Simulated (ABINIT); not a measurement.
Runs of ABINIT 10.8.3 (patched build) on BP. The structure is cubic, space group F-43m (No. 216). The conventional cell has a = 4.538 Å, b = 4.538 Å, c = 4.538 Å, α = 90.00°, β = 90.00°, γ = 90.00°. Around P (site symmetry -43m) lie 4 B at 1.97 Å. B (site symmetry -43m) is surrounded by 4 P at 1.97 Å. 

```tsv
task	level	potentials or basis	cutoff (eV)	fine-grid cutoff	gap on the mesh (eV)	pressure (GPa)	V0 of scaled cells (Å³/atom)	B0 (GPa)
equation of state	SOGGA	PseudoDojo NC SR PBEsol v0.4.1 standard	1034	-	-	-	(a)	173
equation of state	PBEsol	JTH PAW PBE v2.0	544	1088.46 eV	-	-	11.57	170
equation of state	LDA	JTH PAW LDA v2.0	544	1088.46 eV	-	-	11.33	176
band structure	WC	JTH PAW PBE v2.0	544	1088.46 eV	1.16	(b)	-	-
band structure	AM05	JTH PAW PBE v2.0	544	1088.46 eV	1.15	-2.0	-	-
```

Alike in all rows: no spin polarisation; cell as given; k mesh 10 × 10 × 10; smearing fermi-dirac 0.05 eV.

Q: Fill in the values left out.

A: (a) 11.44; (b) -1.8.

Caveats: pressures at fixed basis lie under the slope of the energies (some runs); the PAW data sets were made with another functional, which shifts forces and pressure a little (some runs); the potentials were made for another functional, which shifts forces and pressure (some runs).

